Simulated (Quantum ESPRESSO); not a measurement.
# Ge (Fd-3m) in Quantum ESPRESSO: further runs

One crystal, Ge, is run at these levels: PW86PBE; tasks: band structure, single point, equation of state.

Everything below comes from runs of Quantum ESPRESSO 7.5. Logs are shortened: lines on timing, memory, paths and dates and some standing lists are left out, and cuts for length are marked.

**Experimental background.**

From “Electronic and optical properties of SixGe1-x-ySny alloys lattice-matched to Ge”, 2021, arxiv:2109.02782, for a bulk crystal of Ge at 300 K: band gap 0.807 eV (direct).

How close the calculation comes is told below.

**1. Starting point**

Symmetry: Fd-3m, No. 227, cubic system. The conventional cell has a = 5.658 Å, b = 5.658 Å, c = 5.658 Å, α = 90.00°, β = 90.00°, γ = 90.00°. Ge (site symmetry -43m) has 4 Ge at 2.45 Å as nearest neighbours.

**2. Band structure, PW86PBE**

pw.in

```
&CONTROL
  calculation = 'scf'
  prefix = 'pwscf'
  outdir = './tmp'
  pseudo_dir = './pseudo'
  tprnfor = .true.
  tstress = .true.
  disk_io = 'low'
/
&SYSTEM
  ibrav = 0
  nat = 2
  ntyp = 1
  ecutwfc = 78
  nbnd = 21
  input_dft = 'pw86pbe'
  occupations = 'smearing'
  smearing = 'fd'
  degauss = 0.00367493
/
&ELECTRONS
  conv_thr = 4d-10
  electron_maxstep = 120
  mixing_beta = 0.5
/
ATOMIC_SPECIES
Ge    72.6300 Ge.upf
CELL_PARAMETERS angstrom
   0.0000000000    2.8289100000    2.8289100000
   2.8289100000    0.0000000000    2.8289100000
   2.8289100000    2.8289100000    0.0000000000
ATOMIC_POSITIONS angstrom
Ge     4.2433650000    4.2433650000    4.2433650000
Ge     2.8289100000    2.8289100000    2.8289100000
K_POINTS automatic
8 8 8 0 0 0
```

bands.in

```
&CONTROL
  calculation = 'bands'
  prefix = 'pwscf'
  outdir = './tmp'
  pseudo_dir = './pseudo'
  disk_io = 'low'
  verbosity = 'high'
/
&SYSTEM
  ibrav = 0
  nat = 2
  ntyp = 1
  ecutwfc = 78
  nbnd = 21
  input_dft = 'pw86pbe'
  occupations = 'smearing'
  smearing = 'fd'
  degauss = 0.00367493
/
&ELECTRONS
  conv_thr = 1d-08
  electron_maxstep = 120
  mixing_beta = 0.5
  diago_full_acc = .true.
/
ATOMIC_SPECIES
Ge    72.6300 Ge.upf
CELL_PARAMETERS angstrom
   0.0000000000    2.8289100000    2.8289100000
   2.8289100000    0.0000000000    2.8289100000
   2.8289100000    2.8289100000    0.0000000000
ATOMIC_POSITIONS angstrom
Ge     4.2433650000    4.2433650000    4.2433650000
Ge     2.8289100000    2.8289100000    2.8289100000
K_POINTS crystal
60
 0.0000000000  0.0000000000  0.0000000000 1
 0.0625000000  0.0000000000  0.0625000000 1
 0.1250000000  0.0000000000  0.1250000000 1
 0.1875000000  0.0000000000  0.1875000000 1
 0.2500000000  0.0000000000  0.2500000000 1
 0.3125000000  0.0000000000  0.3125000000 1
 0.3750000000  0.0000000000  0.3750000000 1
 0.4375000000  0.0000000000  0.4375000000 1
 0.5000000000  0.0000000000  0.5000000000 1
 0.5000000000  0.0625000000  0.5625000000 1
 0.5000000000  0.1250000000  0.6250000000 1
 0.5000000000  0.1875000000  0.6875000000 1
 0.5000000000  0.2500000000  0.7500000000 1
 0.4375000000  0.3125000000  0.7500000000 1
 0.3750000000  0.3750000000  0.7500000000 1
 0.3375000000  0.3375000000  0.6750000000 1
 0.3000000000  0.3000000000  0.6000000000 1
 0.2625000000  0.2625000000  0.5250000000 1
 0.2250000000  0.2250000000  0.4500000000 1
 0.1875000000  0.1875000000  0.3750000000 1
 0.1500000000  0.1500000000  0.3000000000 1
 0.1125000000  0.1125000000  0.2250000000 1
 0.0750000000  0.0750000000  0.1500000000 1
 0.0375000000  0.0375000000  0.0750000000 1
 0.0000000000  0.0000000000  0.0000000000 1
 0.0625000000  0.0625000000  0.0625000000 1
 0.1250000000  0.1250000000  0.1250000000 1
 0.1875000000  0.1875000000  0.1875000000 1
 0.2500000000  0.2500000000  0.2500000000 1
 0.3125000000  0.3125000000  0.3125000000 1
 0.3750000000  0.3750000000  0.3750000000 1
 0.4375000000  0.4375000000  0.4375000000 1
 0.5000000000  0.5000000000  0.5000000000 1
 0.5250000000  0.4500000000  0.5250000000 1
 0.5500000000  0.4000000000  0.5500000000 1
 0.5750000000  0.3500000000  0.5750000000 1
 0.6000000000  0.3000000000  0.6000000000 1
 0.6250000000  0.2500000000  0.6250000000 1
 0.5833333333  0.2500000000  0.6666666667 1
 0.5416666667  0.2500000000  0.7083333333 1
 0.5000000000  0.2500000000  0.7500000000 1
 0.5000000000  0.2857142857  0.7142857143 1
 0.5000000000  0.3214285714  0.6785714286 1
 0.5000000000  0.3571428571  0.6428571429 1
 0.5000000000  0.3928571429  0.6071428571 1
 0.5000000000  0.4285714286  0.5714285714 1
 0.5000000000  0.4642857143  0.5357142857 1
 0.5000000000  0.5000000000  0.5000000000 1
 0.4821428571  0.4821428571  0.5357142857 1
 0.4642857143  0.4642857143  0.5714285714 1
 0.4464285714  0.4464285714  0.6071428571 1
 0.4285714286  0.4285714286  0.6428571429 1
 0.4107142857  0.4107142857  0.6785714286 1
 0.3928571429  0.3928571429  0.7142857143 1
 0.3750000000  0.3750000000  0.7500000000 1
 0.6250000000  0.2500000000  0.6250000000 1
 0.5937500000  0.1875000000  0.5937500000 1
 0.5625000000  0.1250000000  0.5625000000 1
 0.5312500000  0.0625000000  0.5312500000 1
 0.5000000000  0.0000000000  0.5000000000 1
```

Potentials or basis: PseudoDojo 0.4.1 SR PBE standard.

Command:

```
OMP_NUM_THREADS=1 pw.x -in pw.in > pw.out
OMP_NUM_THREADS=1 pw.x -in bands.in > bands.out
```

pw.out:

```text
This program is part of the open-source Quantum ESPRESSO suite
     for quantum simulation of materials; please cite
         "P. Giannozzi et al., J. Phys.:Condens. Matter 21 395502 (2009);
         "P. Giannozzi et al., J. Phys.:Condens. Matter 29 465901 (2017);
         "P. Giannozzi et al., J. Chem. Phys. 152 154105 (2020);
     in publications or presentations arising from this work. More details at

     IMPORTANT: XC functional enforced from input :
     Exchange-correlation= PW86PBE
                           (   1   4  21   4   0   0   0)
     Any further DFT definition will be discarded
     Please, verify this is what you really want

     Message from routine setup:
     using ibrav=0 with symmetry is DISCOURAGED, use correct ibrav instead

     G-vector sticks info
     --------------------
     sticks:   dense  smooth     PW     G-vecs:    dense   smooth      PW
     Sum        1237    1237    361                28475    28475    4573

     Using Slab Decomposition

     bravais-lattice index     =            0
     lattice parameter (alat)  =       7.5602  a.u.
     unit-cell volume          =     305.5512 (a.u.)^3
     number of atoms/cell      =            2
     number of atomic types    =            1
     number of electrons       =        28.00
     number of Kohn-Sham states=           21
     kinetic-energy cutoff     =      78.0000  Ry
     charge density cutoff     =     312.0000  Ry
     scf convergence threshold =      4.0E-10
     mixing beta               =       0.5000
     number of iterations used =            8  plain     mixing
     Exchange-correlation= PW86PBE
                           (   1   4  21   4   0   0   0)

     celldm(1)=   7.560195  celldm(2)=   0.000000  celldm(3)=   0.000000
     celldm(4)=   0.000000  celldm(5)=   0.000000  celldm(6)=   0.000000

     crystal axes: (cart. coord. in units of alat)
               a(1) = (   0.000000   0.707107   0.707107 )
               a(2) = (   0.707107   0.000000   0.707107 )
               a(3) = (   0.707107   0.707107   0.000000 )

     reciprocal axes: (cart. coord. in units 2 pi/alat)
               b(1) = ( -0.707107  0.707107  0.707107 )
               b(2) = (  0.707107 -0.707107  0.707107 )
               b(3) = (  0.707107  0.707107 -0.707107 )

     PseudoPot. # 1 for Ge read from file:
     Ge.upf
     Pseudo is Norm-conserving + core correction, Zval = 14.0
     Generated using ONCVPSP code by D. R. Hamann
     Using radial grid of 1560 points,  6 beta functions with:
                l(1) =   0
                l(2) =   0
                l(3) =   1
                l(4) =   1
                l(5) =   2
                l(6) =   2

     atomic species   valence    mass     pseudopotential
     Ge               14.00    72.63000     Ge( 1.00)

     48 Sym. Ops., with inversion, found (24 have fractional translation)

   Cartesian axes

     site n.     atom                  positions (alat units)
         1        Ge     tau(   1) = (   1.0606602   1.0606602   1.0606602  )
         2        Ge     tau(   2) = (   0.7071068   0.7071068   0.7071068  )

     number of k points=    29  Fermi-Dirac smearing, width (Ry)=  0.0037
                       cart. coord. in units 2pi/alat
        k(    1) = (   0.0000000   0.0000000   0.0000000), wk =   0.0039062
        k(    2) = (   0.0883883   0.0883883  -0.0883883), wk =   0.0312500
        k(    3) = (   0.1767767   0.1767767  -0.1767767), wk =   0.0312500
        k(    4) = (   0.2651650   0.2651650  -0.2651650), wk =   0.0312500
        k(    5) = (  -0.3535534  -0.3535534   0.3535534), wk =   0.0156250
        k(    6) = (   0.1767767   0.0000000   0.0000000), wk =   0.0234375
[... 21 lines left out ...]
        k(   28) = (  -0.7071068   0.1767767  -0.0000000), wk =   0.0468750
        k(   29) = (  -0.7071068   0.3535534   0.0000000), wk =   0.0234375

     Dense  grid:    28475 G-vectors     FFT dimensions: (  48,  48,  48)

     Initial potential from superposition of free atoms

[... 50 lines left out ...]
    15.4728  15.4728  16.7683  19.8510  20.2559

          k = 0.4419 0.0884-0.0884 (  3546 PWs)   bands (ev):

   -15.2681 -15.2600 -15.2237 -15.1521 -15.1131 -15.0986 -15.0295 -14.9889
   -14.9504 -14.9418  -1.4836   3.5206   6.8158   7.2750  10.9620  12.3678
    15.4238  16.1063  18.8982  20.7001  20.9698
[... 7 lines left out ...]
          k =-0.0884-0.4419 0.4419 (  3556 PWs)   bands (ev):

   -15.2839 -15.2692 -15.1862 -15.1317 -15.1234 -15.0727 -15.0639 -15.0294
   -14.9374 -14.9244  -0.5020   2.0165   5.5372   7.5753  11.2953  14.6807
    15.3335  16.4378  17.3926  18.7377  21.5864

          k = 0.0000-0.3536 0.3536 (  3555 PWs)   bands (ev):

   -15.2758 -15.2688 -15.1916 -15.1592 -15.1316 -15.0598 -15.0374 -15.0279
   -14.9387 -14.9347  -1.2709   3.0757   5.8213   8.1442  11.6148  14.4555
    14.7676  14.9718  17.4099  19.1315  21.6154

          k = 0.5303-0.0000 0.0000 (  3539 PWs)   bands (ev):

   -15.2645 -15.2645 -15.2234 -15.1346 -15.1325 -15.0808 -15.0470 -14.9898
   -14.9429 -14.9429  -0.9165   2.6845   6.8574   6.8574  10.2772  11.2675
    17.6689  17.6689  18.8865  21.5972  22.0654

          k =-0.0884-0.6187 0.6187 (  3541 PWs)   bands (ev):

   -15.2758 -15.2682 -15.1974 -15.1503 -15.1119 -15.0682 -15.0640 -15.0169
   -14.9372 -14.9305  -0.0928   1.6433   6.1174   6.7697  10.5984  11.6370
    17.5237  17.9416  20.2111  21.5760  21.5855

          k = 0.0000-0.5303 0.5303 (  3536 PWs)   bands (ev):

   -15.2861 -15.2701 -15.1832 -15.1245 -15.1009 -15.0858 -15.0822 -15.0315
   -14.9351 -14.9209   0.2465   1.3106   5.3585   7.0295  10.8528  13.7574
    16.8384  17.0221  17.8422  19.5372  23.2101

          k =-0.7071 0.0000 0.0000 (  3540 PWs)   bands (ev):

   -15.2689 -15.2689 -15.1856 -15.1856 -15.0894 -15.0894 -15.0304 -15.0304
   -14.9355 -14.9355   0.7203   0.7203   6.5937   6.5937  10.4533  10.4533
    19.1046  19.1046  21.2262  21.2262  22.5010

          k = 0.3536 0.1768 0.0000 (  3553 PWs)   bands (ev):

   -15.2642 -15.2612 -15.2191 -15.1675 -15.1378 -15.0679 -15.0177 -14.9964
   -14.9523 -14.9453  -1.9145   4.2276   6.8193   8.0361  12.0438  12.4152
    14.3627  15.1867  17.7279  19.8336  20.0917

          k =-0.2652-0.4419 0.6187 (  3557 PWs)   bands (ev):

   -15.2757 -15.2679 -15.1975 -15.1525 -15.1254 -15.0766 -15.0342 -15.0205
   -14.9408 -14.9336  -1.1134   2.7867   6.1335   7.5640  12.0975  13.0971
    14.5963  15.8103  18.9983  19.3474  21.2575
[... 13 lines left out ...]
          k =-0.0884-0.4419 0.6187 (  3545 PWs)   bands (ev):

   -15.2843 -15.2748 -15.1754 -15.1216 -15.1142 -15.0886 -15.0703 -15.0368
   -14.9316 -14.9228   0.0206   1.5731   5.5510   6.5904  11.9759  13.8837
    14.7809  16.7291  18.5725  21.3191  21.8308

          k = 0.0000-0.3536 0.5303 (  3557 PWs)   bands (ev):

   -15.2846 -15.2744 -15.1759 -15.1288 -15.1023 -15.0977 -15.0656 -15.0366
   -14.9324 -14.9231  -0.3035   1.9334   5.4027   6.9461  12.3323  14.1887
    14.6611  16.4210  17.8977  19.3832  23.0368

          k =-0.7071 0.1768-0.0000 (  3542 PWs)   bands (ev):

   -15.2767 -15.2767 -15.1665 -15.1665 -15.0909 -15.0909 -15.0466 -15.0466
   -14.9290 -14.9290   0.7658   0.7658   6.1399   6.1399  11.6288  11.6288
    17.2462  17.2462  20.6893  20.6893  22.5944

          k =-0.7071 0.3536 0.0000 (  3552 PWs)   bands (ev):

   -15.2829 -15.2829 -15.1431 -15.1431 -15.0965 -15.0965 -15.0637 -15.0637
   -14.9237 -14.9237   0.8135   0.8135   5.7838   5.7838  13.9630  13.9630
    14.4179  14.4179  20.6468  20.6468  22.6781

     the Fermi energy is     9.6549 ev

!    total energy              =    -357.49190082 Ry
     estimated scf accuracy    <          4.5E-11 Ry
     smearing contrib. (-TS)   =      -0.00005031 Ry
     internal energy E=F+TS    =    -357.49185051 Ry

     The total energy is F=E-TS. E is the sum of the following terms:
     one-electron contribution =    -183.43270748 Ry
     hartree contribution      =     111.00401976 Ry
     xc contribution           =     -87.56240459 Ry
     ewald contribution        =    -197.50075820 Ry

     convergence has been achieved in   8 iterations

     Forces acting on atoms (cartesian axes, Ry/au):

     atom    1 type  1   force =    -0.00000000   -0.00000000    0.00000000
     atom    2 type  1   force =     0.00000000    0.00000000   -0.00000000

     Total force =     0.000000     Total SCF correction =     0.000000

     Computing stress (Cartesian axis) and pressure

          total   stress  (Ry/bohr**3)                   (kbar)     P=       59.14
   0.00040202  -0.00000000  -0.00000000           59.14       -0.00       -0.00
  -0.00000000   0.00040202  -0.00000000           -0.00       59.14       -0.00
  -0.00000000  -0.00000000   0.00040202           -0.00       -0.00       59.14

=------------------------------------------------------------------------------=
   JOB DONE.
=------------------------------------------------------------------------------=
```

It took 61 s on 1 thread of AMD EPYC 7B13 (Zen 3), shared host; peak memory 0.11 GiB.

Results:

```yaml
Free_energy: -4863.9251 eV
Pressure: 5.9 GPa
Band_gap_on_the_k_mesh: none (metal or under the smearing width)
```

Levels at the corners of the path, in eV from the Fermi level:
| point | band 12 | band 13 | band 14 | band 15 | band 16 | band 17 |
| --- | --- | --- | --- | --- | --- | --- |
| Γ | -0.12 | -0.02 | -0.02 | -0.02 | 2.57 | 2.57 |
| X | -8.93 | -3.06 | -3.06 | 0.80 | 0.80 | 9.45 |
| W | -8.84 | -3.87 | -3.87 | 4.31 | 4.31 | 4.76 |
| K | -8.34 | -4.30 | -2.63 | 1.20 | 4.10 | 7.18 |
| Γ | -0.12 | -0.02 | -0.02 | -0.02 | 2.57 | 2.57 |
| L | -7.61 | -1.41 | -1.41 | 0.14 | 3.78 | 3.78 |
| U | -8.34 | -4.30 | -2.63 | 1.20 | 4.10 | 7.18 |
| W | -8.84 | -3.87 | -3.87 | 4.31 | 4.31 | 4.76 |
| L | -7.61 | -1.41 | -1.41 | 0.14 | 3.78 | 3.78 |
| K | -8.34 | -4.30 | -2.63 | 1.20 | 4.10 | 7.18 |
| U | -8.34 | -4.30 | -2.63 | 1.20 | 4.10 | 7.18 |
| X | -8.93 | -3.06 | -3.06 | 0.80 | 0.80 | 9.45 |

Caveat: the potentials were made for another functional, which shifts forces and pressure; this crystal is a semiconductor, whose small gap the functional closes, so the metal is an error of the method.

**3. Single point, PW86PBE, 21.28 Å³/atom**

pw.in

```
&CONTROL
  calculation = 'scf'
  prefix = 'pwscf'
  outdir = './tmp'
  pseudo_dir = './pseudo'
  tprnfor = .true.
  tstress = .true.
  disk_io = 'nowf'
/
&SYSTEM
  ibrav = 0
  nat = 2
  ntyp = 1
  ecutwfc = 78
  nbnd = 21
  input_dft = 'pw86pbe'
  occupations = 'smearing'
  smearing = 'fd'
  degauss = 0.00367493
/
&ELECTRONS
  conv_thr = 4d-10
  electron_maxstep = 120
  mixing_beta = 0.5
/
ATOMIC_SPECIES
Ge    72.6300 Ge.upf
CELL_PARAMETERS angstrom
   0.0000000000    2.7711609388    2.7711609388
   2.7711609388    0.0000000000    2.7711609388
   2.7711609388    2.7711609388    0.0000000000
ATOMIC_POSITIONS crystal
Ge     0.7500000000    0.7500000000    0.7500000000
Ge     0.5000000000    0.5000000000    0.5000000000
K_POINTS automatic
8 8 8 0 0 0
```

Potentials or basis: PseudoDojo 0.4.1 SR PBE standard.

Command:

```
OMP_NUM_THREADS=1 pw.x -in pw.in > pw.out
```

It took 26 s on 1 thread of AMD EPYC 7B13 (Zen 3), shared host; peak memory 0.09 GiB.

The run converged. Its results:

| Quantity | Value |
| --- | --- |
| Free energy | -4863.7804 eV |
| Pressure | 11.5 GPa |
| Band gap on the k mesh | 0.37 eV, indirect (least direct gap 0.49 eV) |

Caveat: the potentials were made for another functional, which shifts forces and pressure.

[end of part 1 of 2]
